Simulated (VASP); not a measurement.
A run of VASP 6.6.1 is set up as follows.

The input INCAR:

```
SYSTEM = SnS2
  PREC = Accurate
  ENCUT = 600
  EDIFF = 1E-6
  ISMEAR = 0
  SIGMA = 0.03
  LREAL = .False.
  LASPH = .True.
  NELM = 120
  ALGO = Normal
  ISIF = 3
  LWAVE = .False.
  LCHARG = .False.
  GGA = PE
  IBRION = 2
  NSW = 60
  EDIFFG = -0.005
  LATTICE_CONSTRAINTS = .TRUE. .TRUE. .FALSE.
  KPAR = 2
```

KPOINTS

```
regular mesh
0
Gamma
  12 12 1
  0 0 0
```

POSCAR

```
SnS2
1.0
    3.6800000000      0.0000000000      0.0000000000
   -1.8400000000      3.1869734900      0.0000000000
    0.0000000000      0.0000000000     18.9600000000
S Sn
2 1
Direct
    0.3333330000      0.6666670000      0.4219409300
    0.6666670000      0.3333330000      0.5780590700
    0.0000000000      0.0000000000      0.5000000000
```

Potentials or basis: VASP PAW PBE potentials, release 64 (S, Sn_d).

Run with:

```console
$ cat potpaw_PBE.64/S/POTCAR potpaw_PBE.64/Sn_d/POTCAR > POTCAR
$ mpirun -np 2 vasp_std > vasp.out
```

**Question.** Estimate the space group after relaxing (to 0.05 Å).

**Answer.** P-3m1 (No. 164).

**Question.** Estimate the band gap on the k mesh.

**Answer.** 1.57 eV, indirect (least direct gap 1.81 eV).

**Question.** Estimate the relaxed cell.

**Answer.** a = 3.699 Å, b = 3.699 Å, c = 18.960 Å, α = 90.00°, β = 90.00°, γ = 120.00°.

Step by step:
```csv
step,energy change (eV),largest force (eV/Å),pressure (GPa),volume (Å³)
1,0.0000,0.0549,0.24,222.36
2,-0.0016,0.0593,-0.12,225.33
3,-0.0020,0.0253,-0.01,224.42
4,-0.0020,0.0165,-0.01,224.52
5,-0.0021,0.0002,0.00,224.71
```

Caveat: spin-orbit coupling is left out, which moves the levels of the heavy elements.
